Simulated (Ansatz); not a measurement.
# KI: the cost of one run

Computed with Ansatz 0.2.0 (DFT PBE, scalar-relativistic, plane waves, PAW, unless a step's input says otherwise).

1 further run of the same task is left out (set aside as unsound or not needed).

### Step 1. The starting structure

The structure is cubic, space group Fm-3m (No. 225). Conventional cell: a = 7.049 Å, b = 7.049 Å, c = 7.049 Å, α = 90.00°, β = 90.00°, γ = 90.00°. K (site symmetry m-3m) is surrounded by 6 I at 3.52 Å. I (site symmetry m-3m) is surrounded by 6 K at 3.52 Å.

Structure file:

```cif
data_structure
_symmetry_space_group_name_H-M 'Fm-3m'
_symmetry_Int_Tables_number 225
_cell_length_a 7.0491
_cell_length_b 7.0491
_cell_length_c 7.0491
_cell_angle_alpha 90.000
_cell_angle_beta 90.000
_cell_angle_gamma 90.000
_cell_volume 350.27
loop_
_atom_site_label
_atom_site_type_symbol
_atom_site_symmetry_multiplicity
_atom_site_Wyckoff_symbol
_atom_site_fract_x
_atom_site_fract_y
_atom_site_fract_z
_atom_site_occupancy
K1 K 4 a 0.00000 0.00000 0.00000 1
I1 I 4 b 0.50000 0.00000 0.00000 1
```

The structure comes from the Crystallography Open Database.

### Step 2. A change within the space group

What differs from the listed cell: strain xx, yy, zz, yz, xz, xy = +4.6, +4.6, +4.6, +0.0, +0.0, +0.0 %.

The input, input.yaml:

```yaml
crystal:
  lattice:
    - [0.0, 3.6855161985, 3.6855161985]
    - [3.6855161985, 0.0, 3.6855161985]
    - [3.6855161985, 3.6855161985, 0.0]
  atoms:
    - { symbol: K, position: [0.0, 0.0, 0.0] }
    - { symbol: I, position: [0.5, 0.5, 0.5] }
basis:
  ecutwfc: 420
kpoints:
  mp_grid: { grid: [6, 6, 6] }
hamiltonian:
  xc: pbe
scf:
  occupations: { method: gaussian, width: 0.02 }
output:
  forces: true
  stress: true
  eigenvalues: true
```

Started as:

```bash
> ansatz run input.yaml --threads 1 --pin off --max-ram 1331MiB --backend cpu --events-out ev --progress --plain --runs-dir out
```

**Question.** How long does this run take on 1 thread of an x86-64 CPU, shared host, and how much memory does it need?

About 4.2 s, with a peak of 0.35 GiB.
